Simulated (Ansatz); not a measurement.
# Sb in Ansatz: reference runs

How does Sb come out in PBE? The cell is run as given.

Program: Ansatz 0.2.0. These are calculated values, not measurements. Logs are shortened: lines on timing, memory, paths and dates and some standing lists are left out, and cuts for length are marked.

**1. The cell of the first run**

The cell holds a slab with vacuum, 5 atoms: a = 3.160 Å, b = 4.469 Å, c = 23.938 Å, α = 90.00°, β = 90.00°, γ = 90.00°.

**2. Single point, PBE (the (1 1 0) slab of Sb, cut from the database cell, not relaxed)**

The input, input.yaml:

```yaml
crystal:
  lattice:
    - [3.16, 0.0, 0.0]
    - [0.0, 4.4689148571, 0.0]
    - [0.0, 0.0, 23.9378297142]
  atoms:
    - { symbol: Sb, position: [0.0, 0.5, 0.3133116114] }
    - { symbol: Sb, position: [0.0, 0.0, 0.4066558057] }
    - { symbol: Sb, position: [0.0, 0.5, 0.5] }
    - { symbol: Sb, position: [0.0, 0.0, 0.5933441943] }
    - { symbol: Sb, position: [0.0, 0.5, 0.6866883886] }
hamiltonian:
  xc: pbe
  pseudopotentials: { kind: paw }
kpoints:
  mp_grid: { grid: [8, 6, 1] }
scf:
  occupations: { method: fermi_dirac, width: 0.05 }
output:
  forces: true
  eigenvalues: true
efield:
  axis: 3
  dipole_correction: true
  ramp_width: 0.04
```

Potentials or basis: Ansatz PAW.

Started as:

```sh
> ansatz run input.yaml --threads 4 --pin off --max-ram 11264MiB --backend cpu --events-out ev --progress --plain --runs-dir out
```

The program printed:

```text
Warning: RAYON_NUM_THREADS=4 ignored (pool sized by the plan → 4); use --threads N
Engine: ansatz 0.2.0, aarch64-unknown-linux-gnu
Pseudopotentials: kind: paw
Pseudopotential: Sb, paw, valence charge 15, recommended cutoff 420 eV (normal), Sb.paw.azcp
Functional definition: PBE
  parameter kappa = 0.804
  parameter beta = 0.06672455060314922
  exchange = pbe_x(kappa = kappa, mu = beta*pi^2/3)
  correlation = pbe_c(beta = beta)
Crystal: 5 atoms, lattice volume = 338.045 Å³
Basis set: ecut = 420 eV, 6601 PW (Γ), exchange–correlation on 48×60×324 points (8 copies of the dense FFT grid, shifted against one another)
Bands: 45, of which v1, the nominal top of the filled ones, is band 38 counted from 1 (37 counted from 0)
Symmetry: 4 space group operations
k-points: 20 of 48
Non-local potential: Sb, projectors of the file, l = 0: 2, l = 1: 2, l = 2: 2, l = 3: 2
PAW form: soft (Blöchl's): semilocal exchange-correlation on the pseudo side does not see the compensation charge
PAW one-centre angular grid: Sb, 590 points (default); XC on 64 Gauss nodes
Initial density: superposition of atomic densities (neutral atoms: chi_scale 0, normalization atom), corrected by the library's trained network
Initial wavefunctions: pseudopotential atomic-orbital guess
Functional: x = pbe(κ = 0.804, μ = 0.2195149727645171), c = pbe(β = 0.06672455060314922)
SCF iter   1: F=—  HF=-32421.408793 eV  |F-HF|=—  |Δ(HF+E_count)|=         —  Δρ=1.56e-3  dr2=4.60e-2  ethr=1.77e-3  p=0.000 e·Å  D=2.01e-13 V/Å  ΔV_dip=-0.00 eV  dr2_dipole=1.21e-7  V_vac-E_F(+/−)=4.50/4.50 eV  ⟨swp⟩=9.8  Hψ=3914  notcnv=0  defer=1
efield: sawtooth ramp at fractional position 0.9800 (placed from the atoms, in the widest stretch of the axis that holds none; the zero of the levels goes with the place), width 0.0400; the density the first Hamiltonian is built on has a dipole p = 0.000 e·Å; the dipole correction subtracts the counter field D = 2.01e-13 V/Å, which shifts the + side's vacuum level by -0.00 eV against the − side's; the planar-averaged density in the ramp window peaks in size at 1.1e-6 e/Å³
preconditioner: auto → LDOS  [metal: Δε(μ)=0.077 eV  Ē_g=7.211 eV  σ=0.050 eV  W_gap=0.33  n_scr=52 (ndim 8)  ℏωp=10.1 eV  f_vac=0.484  D(μ)=3.67/eV (n_scr^D=10)  β→1.0]
SCF iter   2: F=—  HF=-32421.401066 eV  |F-HF|=—  |Δ(HF+E_count)|=   7.73e-3  Δρ=7.03e-4  dr2=2.48e-3  ethr=6.13e-5  p=0.000 e·Å  D=8.28e-6 V/Å  ΔV_dip=-0.00 eV  dr2_dipole=1.70e-7  V_vac-E_F(+/−)=4.45/4.45 eV  ⟨swp⟩=2.2  Hψ=1373  notcnv=0  defer=14
SCF iter   3: F=—  HF=-32421.400999 eV  |F-HF|=—  |Δ(HF+E_count)|=   6.77e-5  Δρ=1.47e-4  dr2=6.54e-4  ethr=3.31e-6  p=0.000 e·Å  D=1.47e-6 V/Å  ΔV_dip=-0.00 eV  dr2_dipole=6.99e-9  V_vac-E_F(+/−)=4.46/4.46 eV  ⟨swp⟩=3.0  Hψ=1715  notcnv=0  defer=14
SCF iter   4: F=—  HF=-32421.400991 eV  |F-HF|=—  |Δ(HF+E_count)|=   7.97e-6  Δρ=5.78e-5  dr2=3.03e-5  ethr=8.72e-7  p=0.000 e·Å  D=9.53e-7 V/Å  ΔV_dip=-0.00 eV  dr2_dipole=1.64e-12  V_vac-E_F(+/−)=4.45/4.45 eV  ⟨swp⟩=1.2  Hψ=886  notcnv=0  defer=14
SCF iter   5: F=—  HF=-32421.401017 eV  |F-HF|=—  |Δ(HF+E_count)|=   2.67e-5  Δρ=1.50e-5  dr2=9.58e-7  ethr=4.04e-8  p=-0.000 e·Å  D=-3.02e-8 V/Å  ΔV_dip=0.00 eV  dr2_dipole=3.35e-10  V_vac-E_F(+/−)=4.45/4.45 eV  ⟨swp⟩=2.0  Hψ=1109  notcnv=0  defer=13
SCF iter   6: F=—  HF=-32421.401018 eV  |F-HF|=—  |Δ(HF+E_count)|=   3.09e-8  Δρ=4.97e-6  dr2=1.41e-7  ethr=1.33e-10  p=0.000 e·Å  D=2.70e-7 V/Å  ΔV_dip=-0.00 eV  dr2_dipole=1.74e-12  V_vac-E_F(+/−)=4.45/4.45 eV  ⟨swp⟩=10.2  Hψ=4195  notcnv=0
SCF iter   7: F=-32421.401018 eV  HF=-32421.401018 eV  |F-HF|=1.78e-9  |Δ(HF+E_count)|=   1.88e-8  Δρ=1.72e-6  dr2=1.67e-8  ethr=1.33e-10  p=0.000 e·Å  D=2.24e-8 V/Å  ΔV_dip=-0.00 eV  dr2_dipole=7.10e-13  V_vac-E_F(+/−)=4.45/4.45 eV  ⟨swp⟩=5.3  Hψ=2892  notcnv=0
SCF 1 converged in 7 iterations: F = -32421.401018 eV  dr2 = 1.67e-8
SCF converged after 7 iterations
Free energy (F): -32421.401018 eV
Harris-Foulkes:  -32421.401018 eV  (|F-HF|=1.78e-9)
Internal energy: -32421.371576 eV  (E = F + TS)
E sigma→0 (E₀):  -32421.386297 eV
Entropy (-TS):   -0.029442 eV (-5.888 meV/atom)
Fermi energy:    1.862673 eV
Dipole field:    D = -0.000001 V/Å  (p = -0.000002 e·Å, saw-weighted, corrected)
Work function:   Φ+ = 4.4502 eV   Φ− = 4.4502 eV
Levels:          The Fermi level and band energies are counted from a zero that moves with the ramp; work functions are not
--- Per-component energies (eV) ---
  E_band       = -1427.346266
  E_kinetic    = 1025.792235
  E_local      = -49987.047562  (includes V_loc(G=0)·N_el)
  E_nonlocal   = 1808.506719
  E_hartree    = 24334.358610
  E_xc         = -687.562647
  E_vxc        = -474.812574  (∫ρ·V_xc dr)
  E_paw        = -22874.572661  (= ΣΔE_a)
  E_vpaw       = -2468.497097  (= ΣTr[D̂ρ^β])
  E_aug_tail   = -0.000008  (compensation charges beyond the density's cutoff)
  E_efield     = 0.000000  (sawtooth field / dipole correction)
  E_vefield    = 0.000000  (∫n·V_field dr)
  E_ewald      = 13959.153737
  E_smearing   = -0.029442  (= −TS)
  E_closure    = 0.000000  (closes the sum)
  Σ components = -32421.401018   (vs F -32421.401018, Δ=0.00e0)
--- Forces (eV/Å), atoms counted from 1 ---
  atom   1  Sb     0.00000000     0.00000000     0.82151665
  atom   2  Sb     0.00000000     0.00000000    -0.73960377
  atom   3  Sb     0.00000000     0.00000000    -0.00000000
  atom   4  Sb     0.00000000     0.00000000     0.73960373
  atom   5  Sb     0.00000000     0.00000000    -0.82151665
  max |Σ_I F_I| component: 5.09e-8 eV/Å
--- Band table (eV; the first three rows and the last of 20) ---
  k-point 0: bands = ["-27.2135", "-27.2051", "-27.1931", "-27.1561", "-27.1503", "-27.1399", "-27.1365", "-27.1278", "-27.1250", "-27.1164", "-27.1146", "-27.1141", "-27.1122", "-27.0547", "-27.0474", "-27.0418", "-27.0406", "-27.0318", "-27.0316", "-27.0173", "-27.0172", "-27.0076", "-27.0074", "-26.9939", "-26.9831", "-9.8132", "-9.1558", "-8.1603", "-6.9873", "-5.9227", "-1.0678", "-0.9994", "-0.2342", "-0.2133", "0.8329", "1.0353", "2.1864", "2.6331", "3.8054", "4.2522", "4.9741", "5.2660", "5.8652", "5.8936", "5.9207"]
  k-point 1: bands = ["-27.2121", "-27.2093", "-27.1824", "-27.1670", "-27.1468", "-27.1386", "-27.1282", "-27.1277", "-27.1209", "-27.1164", "-27.1158", "-27.1134", "-27.1127", "-27.0562", "-27.0473", "-27.0417", "-27.0402", "-27.0318", "-27.0317", "-27.0172", "-27.0172", "-27.0079", "-27.0078", "-26.9970", "-26.9910", "-9.6289", "-8.9931", "-8.0562", "-7.0375", "-6.2899", "-1.6770", "-1.6740", "-0.5663", "-0.4902", "0.9619", "1.0983", "2.5141", "2.9243", "4.1566", "4.5660", "5.4388", "5.5983", "6.0012", "6.0726", "6.2399"]
  k-point 2: bands = ["-27.2128", "-27.2079", "-27.1794", "-27.1671", "-27.1396", "-27.1359", "-27.1324", "-27.1205", "-27.1171", "-27.1161", "-27.1139", "-27.1130", "-27.1010", "-27.0596", "-27.0468", "-27.0468", "-27.0416", "-27.0317", "-27.0317", "-27.0170", "-27.0170", "-27.0086", "-27.0086", "-27.0046", "-27.0044", "-9.0885", "-8.5352", "-7.8221", "-7.3062", "-7.1998", "-2.4748", "-2.3738", "-1.1378", "-0.9533", "0.5650", "1.0734", "2.7736", "3.1185", "4.8082", "5.2169", "5.9346", "6.3734", "6.5818", "6.8705", "6.9232"]
  k-point 19: bands = ["-27.1593", "-27.1575", "-27.1552", "-27.1534", "-27.1525", "-27.1407", "-27.1321", "-27.1311", "-27.1115", "-27.0853", "-27.0811", "-27.0788", "-27.0711", "-27.0706", "-27.0585", "-27.0562", "-27.0561", "-27.0365", "-27.0096", "-27.0088", "-26.9991", "-26.9969", "-26.9924", "-26.9872", "-26.9825", "-5.9860", "-5.9459", "-5.6575", "-5.4707", "-5.3114", "-1.6525", "-1.6269", "-1.4595", "-1.3559", "-1.2747", "-0.8483", "-0.6597", "0.5304", "0.9778", "2.7085", "2.8080", "4.7305", "4.7508", "4.8330", "5.3717"]
```

It took 4.7 s on 4 threads of Arm Neoverse V2, shared host; peak memory 0.71 GiB.

Results:

```
Free energy                     : -32421.4010 eV
Largest force                   : 0.822 eV/Å
Band gap on the k mesh          : none (metal or under the smearing width)
Work function of the upper face : 4.45 eV
Work function of the lower face : 4.45 eV
Dipole across the slab          : 0.000 e·Å
```

Forces in eV/Å, atoms in the order of the input:
```
Sb   0.000  0.000  0.822
Sb   0.000  0.000 -0.740
Sb   0.000  0.000  0.000
Sb   0.000  0.000  0.740
Sb   0.000  0.000 -0.822
```

Spin-orbit coupling is left out, which matters for the levels of Sb.
